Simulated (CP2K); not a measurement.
The system is C.

```
CELL_PARAMETERS angstrom
4.25517 0.00000 0.00000
0.00000 4.25517 0.00000
0.00000 0.00000 1.28229
ATOMIC_POSITIONS crystal
C 0.50000 0.50000 0.50000
```

The cell was built by a generator and needn't be a form met in nature.

Base run:

* Program: CP2K 2026.2
* Functional: HLE17
* Potentials or basis: POTENTIAL_UZH C GTH-PBE-q4; TZVP-MOLOPT-PBE-GTH basis
* Density cutoff: 9184 eV
* k mesh: 6 × 6 × 20
* Occupations: fermi-dirac, width 0.05 eV
* Spin: no spin polarisation

Its results: band gap on the k mesh none (metal or under the smearing width); pressure -11.2 GPa.

Problem. After a change of settings the same cell gave: band gap on the k mesh none (metal or under the smearing width); pressure -0.4 GPa. Which change was it?
A. functional from HLE17 to AM05
B. functional from HLE17 to LDA
C. functional from HLE17 to PBEsol
D. functional from HLE17 to vdW-DF2

Solution. D.

Caveats: the potentials were made for another functional, which shifts forces and pressure; the basis of atomic orbitals isn't converged, which shifts pressures, moduli and gaps; the potentials were made for a functional far from this one (some runs).

Runs at the PBE level aren't shown here.
